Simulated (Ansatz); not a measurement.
Runs of Ansatz 0.2.0 on CaO. Symmetry: Fm-3m, No. 225, cubic system. The conventional cell has a = 4.807 Å, b = 4.807 Å, c = 4.807 Å, α = 90.00°, β = 90.00°, γ = 90.00°. Around Ca (site symmetry m-3m) lie 6 O at 2.40 Å. O (site symmetry m-3m) is surrounded by 6 Ca at 2.40 Å. The cell is a database's computed one.

| task | level | cell | cutoff (eV) | smearing | gap on the mesh (eV) | pressure (GPa) | relaxed volume (Å³/atom) |
| --- | --- | --- | --- | --- | --- | --- | --- |
| relaxation of cell and atoms | revPBE+D3(BJ) | relaxed | - | fermi-dirac 0.05 eV | 3.73 | 0.0 | (b) |
| relaxation of cell and atoms | PBEsol+D3(BJ) | relaxed | - | fermi-dirac 0.05 eV | (a) | 0.0 | 13.16 |
| band structure | LDA | as given | 245 | fermi-dirac 0.05 eV | 3.48 | -7.0 | - |
| single point | PBE | as given | 246 | gaussian 0.025 eV | 3.65 | 1.6 | - |
| single point | PBE | as given | 246 | gaussian 0.02 eV | 3.65 | 1.6 | - |

Alike in all rows: potentials or basis all-electron LAPW, scalar-relativistic; no spin polarisation; k mesh 10 × 10 × 10; basis error allowed 0.001 eV/atom.

Question: Estimate the missing entries.

Answer: (a) 3.52; (b) 13.67.

A k mesh can miss the band edges.
